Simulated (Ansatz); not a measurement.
BaTiO$_{3}$: course of a relaxation

Level of theory: Ansatz, DFT PBE, scalar-relativistic, plane waves, PAW. Run with 420 eV cutoff, 8×8×8 k-mesh, Gaussian smearing of 0.02 eV, no spin polarisation.

What was changed: uniaxial strain along a, with b, c and atoms relaxed: -2.0 %.

Command:

```bash
ansatz run input.yaml --threads 1 --pin off --max-ram 2560MiB --backend cpu --events-out ev --progress --plain --runs-dir out
```

Input:

```yaml
crystal:
  lattice:
    - [3.9388659146, 0.0, 0.0]
    - [0.0, 4.0393471879, 0.0]
    - [0.0, 0.0, 4.0393471879]
  atoms:
    - { symbol: Ba, position: [0.5, 0.5, 0.5] }
    - { symbol: Ti, position: [0.0, 0.0, 0.0] }
    - { symbol: O, position: [0.5, 0.0, 0.0] }
    - { symbol: O, position: [0.0, 0.5, 0.0] }
    - { symbol: O, position: [0.0, 0.0, 0.5] }
basis:
  ecutwfc: 420
kpoints:
  mp_grid: { grid: [8, 8, 8] }
hamiltonian:
  xc: pbe
scf:
  occupations: { method: gaussian, width: 0.02 }
output:
  forces: true
  stress: true
  eigenvalues: true
relax:
  adjacent_minimum: "off"
  f_tol: 0.008
  max_steps: 40
  cell: { stress_tol: 0.015, fix: [a, angles] }
```

F is the free energy. Steps run on the plane waves of an earlier cell, but the last one, and at times one on the way, on a freshly chosen basis, so a repeated geometry can differ a little in energy. The held parts of the cell keep their stress, so P needn't end at zero.

Steps:

```json
{"step": "1", "F − F(1) (eV)": "0.0000", "largest force component (eV/Å)": "0.000", "V (Å³/atom)": "12.854", "P (GPa)": "1.86"}
{"step": "2", "F − F(1) (eV)": "0.0002", "largest force component (eV/Å)": "0.000", "V (Å³/atom)": "12.866", "P (GPa)": "1.69"}
{"step": "3", "F − F(1) (eV)": "0.0002", "largest force component (eV/Å)": "0.000", "V (Å³/atom)": "12.868", "P (GPa)": "1.67"}
{"step": "4", "F − F(1) (eV)": "0.0000", "largest force component (eV/Å)": "0.000", "V (Å³/atom)": "12.868", "P (GPa)": "1.67"}
```

Relaxed structure:

```cif
data_structure
_symmetry_space_group_name_H-M 'P 1'
_symmetry_Int_Tables_number 1
_cell_length_a 3.9389
_cell_length_b 4.0416
_cell_length_c 4.0416
_cell_angle_alpha 90.000
_cell_angle_beta 90.000
_cell_angle_gamma 90.000
_cell_volume 64.34
loop_
_atom_site_label
_atom_site_type_symbol
_atom_site_fract_x
_atom_site_fract_y
_atom_site_fract_z
_atom_site_occupancy
Ba1 Ba 0.50000 0.50000 0.50000 1
Ti1 Ti 0.00000 0.00000 0.00000 1
O1 O 0.50000 0.00000 0.00000 1
O2 O 0.00000 0.50000 0.00000 1
O3 O 0.00000 0.00000 0.50000 1
```

Symmetry: P4/mmm, No. 123, tetragonal system. Conventional cell: a = 4.042 Å, b = 4.042 Å, c = 3.939 Å, α = 90.00°, β = 90.00°, γ = 90.00°. Ba (site symmetry 4/mmm) has 12 O at 2.82 to 2.86 Å as nearest neighbours. Ti (site symmetry 4/mmm) is surrounded by 6 O at 1.97 to 2.02 Å. Around O (site symmetry 4/mmm) lie 2 Ti at 1.97 Å. O (site symmetry mmm) is surrounded by 2 Ti at 2.02 Å.

The run converged. It took 15 s on 1 thread of Intel(R) Xeon(R) 6975P-C (Granite Rapids) (shared host), peak memory 0.48 GiB.